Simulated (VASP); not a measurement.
Runs of VASP 6.6.1 on Al16N15 (a cell with a defect). The cell holds a defect, 31 atoms: a = 6.220 Å, b = 6.220 Å, c = 9.960 Å, α = 90.00°, β = 90.00°, γ = 120.00°. 

```tsv
task	spin	fixed moment (μB)	cell	gap on the mesh (eV)	moment (μB)	largest force (eV/Å)
single point	collinear, ferromagnetic start	-	as given	none	1.80	1.70
single point	collinear, ferromagnetic start	2	as given	-	2.00	(a)
single point	off	-	as given	none	-	1.93
relaxation of the atoms	collinear, ferromagnetic start	-	atoms relaxed	none	2.00	0.02
single point	collinear, ferromagnetic start	0	as given	-	0.00	1.93
```

Alike in all rows: level PBEsol; potentials or basis VASP PAW PBE potentials, release 64 (Al, N); k mesh 3 × 3 × 2; cutoff (eV) 450; smearing gaussian 0.03 eV; the mesh is coarse, so values aren't converged.

Q: Estimate the missing entries.

A: (a) 1.73.

Caveats: all runs use coarse meshes; the cell is charged against a uniform background, so pressure and absolute levels hang on convention; the PAW data sets were made with another functional, which shifts forces and pressure a little; the total moment is fixed, so each spin has its own Fermi level (some runs); the moment is held away from its start (some runs).

A gap of «none» marks a metal or a gap under the smearing width.
